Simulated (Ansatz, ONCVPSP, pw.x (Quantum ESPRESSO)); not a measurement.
Which Si potential is closest to all-electron in the bcc crystal?

All use LDA (Perdew-Wang 92), scalar-relativistic, no spin, cutoffs from each file’s atomic test, pw.x 7.5; 15³ k-points, Fermi–Dirac smearing 0.01 Ry. Δ is the rms difference from all-electron LAPW of the E(V) curves that follow from fits to the pressures, over ±6 % in volume. Mesh and smearing are coarse and serve the comparison alone. The files are a selection: those with a ghost or negative overlap were mostly not run, and those with noisy or unconverged pressures or nearly equal Δ are left out.

All-electron: a0 = 3.045 Å (V0 = 14.12 Å³/atom), B0 = 101.1 GPa.

(1) Rank them by Δ, smallest first.
A. optimised norm-conserving Vanderbilt (ONCV), ONCVPSP 4.0.1.1 (patched build), LDA (Perdew-Wang 92); core [Ne], reference 3s2 3p2; waves: 3s: rc 1.70 bohr, ncon 4, nbas 7, qcut 3.4 1/bohr, 2 projectors, debl 2.8 Ha; 3p: rc 2.10 bohr, ncon 4, nbas 7, qcut 3.7 1/bohr, 2 projectors, debl 1 Ha; d scattering state at 0.3 Ha: rc 2.10 bohr, ncon 4, nbas 9, qcut 4.9 1/bohr, 2 projectors, debl 3.2 Ha; local part: polynomial inside 1.35 bohr (lpopt 4, dvloc0 -1 Ha); core correction: polynomial model core, fcfact 0.55.
B. optimised norm-conserving Vanderbilt (ONCV), ONCVPSP 4.0.1.1 (patched build), LDA (Perdew-Wang 92); core [Ne], reference 3s2; waves: 3s: rc 1.65 bohr, ncon 4, nbas 8, qcut 3.3 1/bohr, 2 projectors, debl 3.7 Ha; p scattering state at 0.29 Ha: rc 1.45 bohr, ncon 3, nbas 7, qcut 6.5 1/bohr, 3 projectors, debl 3.2 Ha; d scattering state at 0.05 Ha: rc 1.40 bohr, ncon 5, nbas 8, qcut 6.7 1/bohr, 1 projector; local part: polynomial inside 1.05 bohr (lpopt 4, dvloc0 4 Ha); core correction: none. In the p channel the program set the typed energies aside and used 0.050, 3.250, 6.450 Ha.
C. optimised norm-conserving Vanderbilt (ONCV), ONCVPSP 4.0.1.1 (patched build), LDA (Perdew-Wang 92); core [Ne], reference 3s2 3p2; waves: 3s: rc 1.45 bohr, ncon 3, nbas 8, qcut 4.2 1/bohr, 2 projectors, debl 3.7 Ha; 3p: rc 1.45 bohr, ncon 3, nbas 8, qcut 5.3 1/bohr, 2 projectors, debl 3.5 Ha; d scattering state at 0.28 Ha: rc 1.20 bohr, ncon 3, nbas 8, qcut 6.9 1/bohr, 1 projector; local part: polynomial inside 1.00 bohr (lpopt 3, dvloc0 3 Ha); core correction: Teter function, fcfact 2.75, rcfact 1.45.

Answers

(1) A (1.0 meV/atom), C (2.1 meV/atom), B (12.3 meV/atom).
